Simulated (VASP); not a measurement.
Input of a VASP 6.6.1 run:

File INCAR:

```
SYSTEM = ScAl3
  AGGAC = 0.0
  ALGO = Fast
  EDIFF = 1E-6
  EDIFFG = -0.02
  ENCUT = 600
  GGA = RE
  IBRION = 2
  ISIF = 3
  ISMEAR = -1
  LASPH = .True.
  LCHARG = .False.
  LREAL = .False.
  LUSE_VDW = .True.
  LWAVE = .False.
  NELM = 80
  NSW = 60
  PREC = Accurate
  SIGMA = 0.05
```

KPOINTS

```
k-points
0
Gamma
  7 7 7
  0 0 0
```

File POSCAR:

```
ScAl3
1.0
    4.0878065700      0.0000000000      0.0000000000
    0.0000000000      4.0878065700      0.0000000000
    0.0000000000      0.0000000000      4.0878065700
Sc Al
1 3
Direct
    0.0000000000      0.0000000000      0.0000000000
    0.5000000000      0.5000000000      0.0000000000
    0.0000000000      0.5000000000      0.5000000000
    0.5000000000      0.0000000000      0.5000000000
```

Potentials or basis: VASP PAW PBE potentials, release 64 (Sc_sv, Al).

Command:

```sh
$ cat potpaw_PBE.64/Sc_sv/POTCAR potpaw_PBE.64/Al/POTCAR > POTCAR
$ mpirun -np 1 vasp_std > vasp.out
```

(1) Predict the relaxed cell.

(2) What does it give for the relaxed volume?

(3) What does it give for the band gap on the k mesh?

## Answers

(1) a = 4.142 Å, b = 4.142 Å, c = 4.142 Å, α = 90.00°, β = 90.00°, γ = 90.00°.

(2) 17.76 Å³/atom.

(3) none (metal or under the smearing width).

Caveat: the PAW data sets were made with another functional, which shifts forces and pressure a little.
